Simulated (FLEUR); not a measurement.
# W (Im-3m) in FLEUR: notebook

Runs on W. Level: r2SCAN. Tasks: equation of state.

Everything below comes from runs of FLEUR MaX-R8.1 (later development tree). Logs are shortened: lines on timing, memory, paths and dates and some standing lists are left out, and cuts for length are marked.

### Step 1. The crystal as given

It takes space group Im-3m (No. 229, cubic). Conventional cell: a = 3.165 Å, b = 3.165 Å, c = 3.165 Å, α = 90.00°, β = 90.00°, γ = 90.00°. Around W (site symmetry m-3m) lie 8 W at 2.74 Å.

### Step 2. Equation of state, r2SCAN, 14.90 Å³/atom (volume scaled by 0.94)

File inp.xml:

```xml
<?xml version="1.0" encoding="UTF-8" standalone="no"?>
<fleurInput fleurInputVersion="0.39">
   <comment>
      W                                                                                                   
   </comment>
   <calculationSetup>
      <cutoffs Kmax="4.17" Gmax="12.9" GmaxXC="12.9" numbands="0"/>
      <scfLoop itmax="80" minDistance="0.0001" maxIterBroyd="30" imix="Anderson" alpha="0.05" precondParam="0.0" spinf="2.0" sdNocoIR="T"/>
      <coreElectrons ctail="F" frcor="F" kcrel="0" coretail_lmax="0"/>
      <xcFunctional name="LibXC" relativisticCorrections="F">
         <LibXCName exchange="mgga_x_r2scan" correlation="mgga_c_r2scan"/>
         <AuxGGA exchange="117" correlation="130"/>
      </xcFunctional>
      <magnetism jspins="1"/>
      <soc l_soc="F" theta="0.0" phi="0.0" spav="F"/>
      <expertModes spex="0" secvar="F"/>
      <geometryOptimization l_f="F" forcealpha="1.0" forcemix="BFGS" epsdisp="0.00001" epsforce="0.00001"/>
      <ldaU l_linMix="F" mixParam="0.05" spinf="1.0"/>
   </calculationSetup>
   <cell>
      <bzIntegration valenceElectrons="28.0" mode="hist" fermiSmearingEnergy="0.00183747">
         <kPointListSelection listName="default-1"/>
         <!-- k-points included here -->
         <xi:include xmlns:xi="http://www.w3.org/2001/XInclude" href="kpts.xml"> </xi:include>
      </bzIntegration>
      <!-- symmetry operations included here -->
      <xi:include xmlns:xi="http://www.w3.org/2001/XInclude" href="sym.xml"> </xi:include>
      <bulkLattice scale="0.9795861087">
         <bravaisMatrix>
            <row-1>   -2.9901986846301867     2.9901986846301867     2.9901986846301867</row-1>
            <row-2>    2.9901986846301867    -2.9901986846301867     2.9901986846301867</row-2>
            <row-3>    2.9901986846301867     2.9901986846301867    -2.9901986846301867</row-3>
         </bravaisMatrix>
      </bulkLattice>
   </cell>
   <atomSpecies>
      <species name="Tungsten (W)" element="W" atomicNumber="74">
         <mtSphere radius="2.35" gridPoints="793" logIncrement="0.017"/>
         <atomicCutoffs lmax="10" lnonsphr="10"/>
         <electronConfig flipSpins="F">
            <coreConfig>(1s1/2) (2s1/2) (2p1/2) (2p3/2) (3s1/2) (3p1/2) (3p3/2) (4s1/2) (3d3/2) (3d5/2) (4p1/2) (4p3/2) (4d3/2) (4d5/2)</coreConfig>
            <valenceConfig>(5s1/2) (5p1/2) (5p3/2) (6s1/2) (4f5/2) (4f7/2) (5d3/2) (5d5/2)</valenceConfig>
            <stateOccupation state="(5d3/2)" spinUp="0.800000" spinDown="0.800000"/>
            <stateOccupation state="(5d5/2)" spinUp="1.200000" spinDown="1.200000"/>
         </electronConfig>
         <energyParameters s="6" p="6" d="5" f="4"/>
         <lo type="SCLO" l="0" n="5" eDeriv="0"/>
         <lo type="SCLO" l="1" n="5" eDeriv="0"/>
         <lo type="SCLO" l="2" n="5" eDeriv="2"/>
         <lo type="SCLO" l="3" n="4" eDeriv="2"/>
      </species>
   </atomSpecies>
   <atomGroups>
      <atomGroup species="Tungsten (W)">
         <relPos label="                   1">.0000000000 .0000000000 .0000000000</relPos>
         <force calculate="T" relaxXYZ="TTT"/>
      </atomGroup>
   </atomGroups>
   <output dos="F" band="F" slice="F">
      <checks vchk="F" cdinf="F"/>
      <bandDOS minEnergy="-.5*Htr" maxEnergy="0.5*Htr" sigma="0.015" storeEVData="T"/>
      <vacuumDOS vacdos="F" integ="F" star="F" nstars="0" locx1="0.0" locy1="0.0" locx2="0.0" locy2="0.0" nstm="0" tworkf="0.0"/>
      <unfoldingBand unfoldBand="F" supercellX="1" supercellY="1" supercellZ="1"/>
      <plotting iplot="0" polar="F">
         <plot TwoD="T" vec1="  1.0  0.0  0.0" vec2="  0.0  1.0  0.0" vec3="  0.0  0.0  1.0" zero="  0.0  0.0  0.0" file="plot"/>
      </plotting>
      <chargeDensitySlicing numkpt="0" minEigenval="0.0" maxEigenval="0.0" nnne="0" pallst="F"/>
      <specialOutput eonly="F"/>
      <moessbauerParams electricFieldGradient="T" isomerShift="T" coreHyperfine="T" valenceHyperfine="T"/>
      <magneticCircularDichroism mcd="F" energyLo="-10.0" energyUp="0.0"/>
   </output>
  <!-- We include the file relax.xml here to enable relaxations (see documentation) -->
  <xi:include xmlns:xi="http://www.w3.org/2001/XInclude" href="relax.xml"> <xi:fallback/> </xi:include>
</fleurInput>
```

Potentials or basis: all-electron, FLAPW.

Launch:

```console
$ inpgen -f crystal.txt -profile fastHighL
$ # inp.xml edited to the form shown
$ fleur_MPI
```

Standard output:

```text
Welcome to FLEUR        (www.flapw.de)
      MaX-Release 8.1          (www.max-centre.eu)
 func_ids         498         497         498         497
 MetaGGA potential functional detected - V_tau will be computed
 Auxiliary Potential for radial basis: exchange=         117  correlation=         130
The functional 'Re-regularized SCAN exchange by Furness et al' is an exchange functional, it belongs to the 'MGGA' family and is defined in the reference(s):
[1] J. W. Furness, A. D. Kaplan, J. Ning, J. P. Perdew, and J. Sun.,  J. Phys. Chem. Lett. 11, 8208-8215 (2020)
[2] J. W. Furness, A. D. Kaplan, J. Ning, J. P. Perdew, and J. Sun.,  J. Phys. Chem. Lett. 11, 9248-9248 (2020)
The functional 'Re-regularized SCAN correlation by Furness et al' is a correlation functional, it belongs to the 'MGGA' family and is defined in the reference(s):
[1] J. W. Furness, A. D. Kaplan, J. Ning, J. P. Perdew, and J. Sun.,  J. Phys. Chem. Lett. 11, 8208-8215 (2020)
[2] J. W. Furness, A. D. Kaplan, J. Ning, J. P. Perdew, and J. Sun.,  J. Phys. Chem. Lett. 11, 9248-9248 (2020)
 Using same functional for VXC and EXC

 ========== k-point set info ==========
 Selected k-point list: default-1
 k-point list type: mesh
 12 x 12 x 12
 Number of k points: 72

 ------------Calculation Setup---------------------------
 Number of MPI-tasks      :            1
 Number of PE/node        :            1
 Number of OMP-threads    :            1
 Most efficient MPI parallelization for:
           1           2           3           4           6           8           9          12          18          24          36          72
 Additional eigenvalue parallelization possible
 Number of basis functions:          168
 Approximate size of matrices (H+S) per k-point:         0.000 GB
 --------------------------------------------------------
The functional 'Hammer, Hansen, and Norskov' is an exchange functional, it belongs to the 'GGA' family and is defined in the reference(s):
[1] B. Hammer, L. B. Hansen, and J. K. Nørskov.,  Phys. Rev. B 59, 7413 (1999)
The functional 'Perdew, Burke & Ernzerhof' is a correlation functional, it belongs to the 'GGA' family and is defined in the reference(s):
[1] J. P. Perdew, K. Burke, and M. Ernzerhof.,  Phys. Rev. Lett. 77, 3865 (1996)
[2] J. P. Perdew, K. Burke, and M. Ernzerhof.,  Phys. Rev. Lett. 78, 1396 (1997)
 Using same functional for VXC and EXC
 Using auxiliary GGA potential for the first iteration of MetaGGA calculation.
 Reset of history
 Reset of history
 Iteration:     1   Distance:      62.06517664 me/bohr^3
The functional 'Hammer, Hansen, and Norskov' is an exchange functional, it belongs to the 'GGA' family and is defined in the reference(s):
[1] B. Hammer, L. B. Hansen, and J. K. Nørskov.,  Phys. Rev. B 59, 7413 (1999)
The functional 'Perdew, Burke & Ernzerhof' is a correlation functional, it belongs to the 'GGA' family and is defined in the reference(s):
[1] J. P. Perdew, K. Burke, and M. Ernzerhof.,  Phys. Rev. Lett. 77, 3865 (1996)
[2] J. P. Perdew, K. Burke, and M. Ernzerhof.,  Phys. Rev. Lett. 78, 1396 (1997)
 Using same functional for VXC and EXC
 Iteration:     2   Distance:      58.70258273 me/bohr^3
The functional 'Hammer, Hansen, and Norskov' is an exchange functional, it belongs to the 'GGA' family and is defined in the reference(s):
[1] B. Hammer, L. B. Hansen, and J. K. Nørskov.,  Phys. Rev. B 59, 7413 (1999)
The functional 'Perdew, Burke & Ernzerhof' is a correlation functional, it belongs to the 'GGA' family and is defined in the reference(s):
[1] J. P. Perdew, K. Burke, and M. Ernzerhof.,  Phys. Rev. Lett. 77, 3865 (1996)
[2] J. P. Perdew, K. Burke, and M. Ernzerhof.,  Phys. Rev. Lett. 78, 1396 (1997)
 Using same functional for VXC and EXC
 Iteration:     3   Distance:      55.72819931 me/bohr^3
The functional 'Hammer, Hansen, and Norskov' is an exchange functional, it belongs to the 'GGA' family and is defined in the reference(s):
[1] B. Hammer, L. B. Hansen, and J. K. Nørskov.,  Phys. Rev. B 59, 7413 (1999)
The functional 'Perdew, Burke & Ernzerhof' is a correlation functional, it belongs to the 'GGA' family and is defined in the reference(s):
[1] J. P. Perdew, K. Burke, and M. Ernzerhof.,  Phys. Rev. Lett. 77, 3865 (1996)
[2] J. P. Perdew, K. Burke, and M. Ernzerhof.,  Phys. Rev. Lett. 78, 1396 (1997)
 Using same functional for VXC and EXC
 Iteration:     4   Distance:       7.49093570 me/bohr^3
The functional 'Hammer, Hansen, and Norskov' is an exchange functional, it belongs to the 'GGA' family and is defined in the reference(s):
[1] B. Hammer, L. B. Hansen, and J. K. Nørskov.,  Phys. Rev. B 59, 7413 (1999)
The functional 'Perdew, Burke & Ernzerhof' is a correlation functional, it belongs to the 'GGA' family and is defined in the reference(s):
[1] J. P. Perdew, K. Burke, and M. Ernzerhof.,  Phys. Rev. Lett. 77, 3865 (1996)
[2] J. P. Perdew, K. Burke, and M. Ernzerhof.,  Phys. Rev. Lett. 78, 1396 (1997)
 Using same functional for VXC and EXC
 Iteration:     5   Distance:       1.71038881 me/bohr^3
The functional 'Hammer, Hansen, and Norskov' is an exchange functional, it belongs to the 'GGA' family and is defined in the reference(s):
[1] B. Hammer, L. B. Hansen, and J. K. Nørskov.,  Phys. Rev. B 59, 7413 (1999)
The functional 'Perdew, Burke & Ernzerhof' is a correlation functional, it belongs to the 'GGA' family and is defined in the reference(s):
[1] J. P. Perdew, K. Burke, and M. Ernzerhof.,  Phys. Rev. Lett. 77, 3865 (1996)
[2] J. P. Perdew, K. Burke, and M. Ernzerhof.,  Phys. Rev. Lett. 78, 1396 (1997)
 Using same functional for VXC and EXC
 Iteration:     6   Distance:       1.49332182 me/bohr^3
The functional 'Hammer, Hansen, and Norskov' is an exchange functional, it belongs to the 'GGA' family and is defined in the reference(s):
[1] B. Hammer, L. B. Hansen, and J. K. Nørskov.,  Phys. Rev. B 59, 7413 (1999)
The functional 'Perdew, Burke & Ernzerhof' is a correlation functional, it belongs to the 'GGA' family and is defined in the reference(s):
[1] J. P. Perdew, K. Burke, and M. Ernzerhof.,  Phys. Rev. Lett. 77, 3865 (1996)
[2] J. P. Perdew, K. Burke, and M. Ernzerhof.,  Phys. Rev. Lett. 78, 1396 (1997)
 Using same functional for VXC and EXC
 Iteration:     7   Distance:       0.24857424 me/bohr^3
The functional 'Hammer, Hansen, and Norskov' is an exchange functional, it belongs to the 'GGA' family and is defined in the reference(s):
[1] B. Hammer, L. B. Hansen, and J. K. Nørskov.,  Phys. Rev. B 59, 7413 (1999)
The functional 'Perdew, Burke & Ernzerhof' is a correlation functional, it belongs to the 'GGA' family and is defined in the reference(s):
[1] J. P. Perdew, K. Burke, and M. Ernzerhof.,  Phys. Rev. Lett. 77, 3865 (1996)
[2] J. P. Perdew, K. Burke, and M. Ernzerhof.,  Phys. Rev. Lett. 78, 1396 (1997)
 Using same functional for VXC and EXC
 Iteration:     8   Distance:       0.13924520 me/bohr^3
The functional 'Hammer, Hansen, and Norskov' is an exchange functional, it belongs to the 'GGA' family and is defined in the reference(s):
[1] B. Hammer, L. B. Hansen, and J. K. Nørskov.,  Phys. Rev. B 59, 7413 (1999)
The functional 'Perdew, Burke & Ernzerhof' is a correlation functional, it belongs to the 'GGA' family and is defined in the reference(s):
[1] J. P. Perdew, K. Burke, and M. Ernzerhof.,  Phys. Rev. Lett. 77, 3865 (1996)
[2] J. P. Perdew, K. Burke, and M. Ernzerhof.,  Phys. Rev. Lett. 78, 1396 (1997)
 Using same functional for VXC and EXC
 Iteration:     9   Distance:       0.03097368 me/bohr^3
The functional 'Hammer, Hansen, and Norskov' is an exchange functional, it belongs to the 'GGA' family and is defined in the reference(s):
[1] B. Hammer, L. B. Hansen, and J. K. Nørskov.,  Phys. Rev. B 59, 7413 (1999)
The functional 'Perdew, Burke & Ernzerhof' is a correlation functional, it belongs to the 'GGA' family and is defined in the reference(s):
[1] J. P. Perdew, K. Burke, and M. Ernzerhof.,  Phys. Rev. Lett. 77, 3865 (1996)
[2] J. P. Perdew, K. Burke, and M. Ernzerhof.,  Phys. Rev. Lett. 78, 1396 (1997)
 Using same functional for VXC and EXC
 Iteration:    10   Distance:       0.00798842 me/bohr^3
The functional 'Hammer, Hansen, and Norskov' is an exchange functional, it belongs to the 'GGA' family and is defined in the reference(s):
[1] B. Hammer, L. B. Hansen, and J. K. Nørskov.,  Phys. Rev. B 59, 7413 (1999)
The functional 'Perdew, Burke & Ernzerhof' is a correlation functional, it belongs to the 'GGA' family and is defined in the reference(s):
[1] J. P. Perdew, K. Burke, and M. Ernzerhof.,  Phys. Rev. Lett. 77, 3865 (1996)
[2] J. P. Perdew, K. Burke, and M. Ernzerhof.,  Phys. Rev. Lett. 78, 1396 (1997)
 Using same functional for VXC and EXC
 Iteration:    11   Distance:       0.00826025 me/bohr^3
The functional 'Hammer, Hansen, and Norskov' is an exchange functional, it belongs to the 'GGA' family and is defined in the reference(s):
[1] B. Hammer, L. B. Hansen, and J. K. Nørskov.,  Phys. Rev. B 59, 7413 (1999)
The functional 'Perdew, Burke & Ernzerhof' is a correlation functional, it belongs to the 'GGA' family and is defined in the reference(s):
[1] J. P. Perdew, K. Burke, and M. Ernzerhof.,  Phys. Rev. Lett. 77, 3865 (1996)
[2] J. P. Perdew, K. Burke, and M. Ernzerhof.,  Phys. Rev. Lett. 78, 1396 (1997)
 Using same functional for VXC and EXC
 Iteration:    12   Distance:       0.00013785 me/bohr^3
The functional 'Hammer, Hansen, and Norskov' is an exchange functional, it belongs to the 'GGA' family and is defined in the reference(s):
[1] B. Hammer, L. B. Hansen, and J. K. Nørskov.,  Phys. Rev. B 59, 7413 (1999)
The functional 'Perdew, Burke & Ernzerhof' is a correlation functional, it belongs to the 'GGA' family and is defined in the reference(s):
[1] J. P. Perdew, K. Burke, and M. Ernzerhof.,  Phys. Rev. Lett. 77, 3865 (1996)
[2] J. P. Perdew, K. Burke, and M. Ernzerhof.,  Phys. Rev. Lett. 78, 1396 (1997)
 Using same functional for VXC and EXC
 Iteration:    13   Distance:       0.00012035 me/bohr^3
The functional 'Hammer, Hansen, and Norskov' is an exchange functional, it belongs to the 'GGA' family and is defined in the reference(s):
[1] B. Hammer, L. B. Hansen, and J. K. Nørskov.,  Phys. Rev. B 59, 7413 (1999)
The functional 'Perdew, Burke & Ernzerhof' is a correlation functional, it belongs to the 'GGA' family and is defined in the reference(s):
[1] J. P. Perdew, K. Burke, and M. Ernzerhof.,  Phys. Rev. Lett. 77, 3865 (1996)
[2] J. P. Perdew, K. Burke, and M. Ernzerhof.,  Phys. Rev. Lett. 78, 1396 (1997)
 Using same functional for VXC and EXC
 Iteration:    14   Distance:       0.00001779 me/bohr^3

 ********************************************************************
 Run finished successfully
 Stop message:
   all done
 ********************************************************************
```

Wall time 19 s (1 thread of Arm Neoverse V2, shared host); peak memory 0.07 GiB.

What came out:

| Item | Value |
| --- | --- |
| Free energy | -439866.5257 eV |
| Band gap on the k mesh | none (metal or under the smearing width) |
| Valence electrons inside the program's atomic spheres | W 25.62 (radii W 2.35 bohr) |

Caveat: the meta-GGA is that of a development version, with a GGA for the radial functions and cores and without core tails.

### Step 3. Equation of state, r2SCAN, 15.21 Å³/atom (volume scaled by 0.96)

Edit inp.xml of step 2 so:

```diff
@@ -27,3 +27,3 @@
       <xi:include xmlns:xi="http://www.w3.org/2001/XInclude" href="sym.xml"> </xi:include>
-      <bulkLattice scale="0.9795861087">
+      <bulkLattice scale="0.9864848297">
          <bravaisMatrix>
```

Potentials or basis: all-electron, FLAPW.

Launch:

```console
$ inpgen -f crystal.txt -profile fastHighL
$ # inp.xml edited to the form shown
$ fleur_MPI
```

Wall time 20 s (1 thread of Arm Neoverse V2, shared host); peak memory 0.08 GiB.

Results (log left out):

```yaml
Free_energy: -439866.5646 eV
Band_gap_on_the_k_mesh: none (metal or under the smearing width)
Valence_electrons_inside_the_program's_atomic_spheres: W 25.57 (radii W 2.35 bohr)
```

Caveat: the meta-GGA is that of a development version, with a GGA for the radial functions and cores and without core tails.

### Step 4. Equation of state, r2SCAN, 15.85 Å³/atom

Edit inp.xml of step 3 so:

```diff
@@ -27,3 +27,3 @@
       <xi:include xmlns:xi="http://www.w3.org/2001/XInclude" href="sym.xml"> </xi:include>
-      <bulkLattice scale="0.9864848297">
+      <bulkLattice scale="1.0000000000">
          <bravaisMatrix>
```

Launch:

```console
$ inpgen -f crystal.txt -profile fastHighL
$ # inp.xml edited to the form shown
$ fleur_MPI
```

It took 22 s on 1 thread of Arm Neoverse V2, shared host; peak memory 0.08 GiB.

Results (log left out):

| Property | Result |
| --- | --- |
| Free energy | -439866.5981 eV |
| Band gap on the k mesh | none (metal or under the smearing width) |
| Valence electrons inside the program's atomic spheres | W 25.48 (radii W 2.35 bohr) |

Caveat: the meta-GGA is that of a development version, with a GGA for the radial functions and cores and without core tails.

### Step 5. Equation of state, r2SCAN, 16.48 Å³/atom (volume scaled by 1.04)

Edit inp.xml of step 4 so:

```diff
@@ -27,3 +27,3 @@
       <xi:include xmlns:xi="http://www.w3.org/2001/XInclude" href="sym.xml"> </xi:include>
-      <bulkLattice scale="1.0000000000">
+      <bulkLattice scale="1.0131594038">
          <bravaisMatrix>
```

Launch:

```console
$ inpgen -f crystal.txt -profile fastHighL
$ # inp.xml edited to the form shown
$ fleur_MPI
```

Run time: 22 s. Hardware: 1 thread of Arm Neoverse V2, shared host; peak memory 0.08 GiB.

It converged, with:

- Free energy: -439866.5802 eV
- Band gap on the k mesh: none (metal or under the smearing width)
- Valence electrons inside the program's atomic spheres: W 25.41 (radii W 2.35 bohr)

Caveat: the meta-GGA is that of a development version, with a GGA for the radial functions and cores and without core tails.

### Step 6. Equation of state, r2SCAN, 16.80 Å³/atom (volume scaled by 1.06)

Edit inp.xml of step 5 so:

```diff
@@ -27,3 +27,3 @@
       <xi:include xmlns:xi="http://www.w3.org/2001/XInclude" href="sym.xml"> </xi:include>
-      <bulkLattice scale="1.0131594038">
+      <bulkLattice scale="1.0196128224">
          <bravaisMatrix>
```

Potentials or basis: all-electron, FLAPW.

Launch:

```console
$ inpgen -f crystal.txt -profile fastHighL
$ # inp.xml edited to the form shown
$ fleur_MPI
```

Run time: 24 s. Hardware: 1 thread of Arm Neoverse V2, shared host; peak memory 0.07 GiB.

It converged, with:

| Quantity | Value |
| --- | --- |
| Free energy | -439866.5550 eV |
| Band gap on the k mesh | none (metal or under the smearing width) |
| Valence electrons inside the program's atomic spheres | W 25.38 (radii W 2.35 bohr) |

Caveat: the meta-GGA is that of a development version, with a GGA for the radial functions and cores and without core tails.

### Step 7. Equation of state, r2SCAN

No new run: the results of the series are fitted here.

What came out:

```yaml
Equilibrium_volume: 15.93 Å³/atom
Bulk_modulus: 316 GPa
```

Energy against volume, from the lowest point:
| volume (Å³/atom) | energy (meV/atom) |
| --- | --- |
| 14.897 | 72.40 |
| 15.214 | 33.45 |
| 15.848 | 0.00 |
| 16.482 | 17.92 |
| 16.798 | 43.04 |

Caveat: the meta-GGA is that of a development version, with a GGA for the radial functions and cores and without core tails.
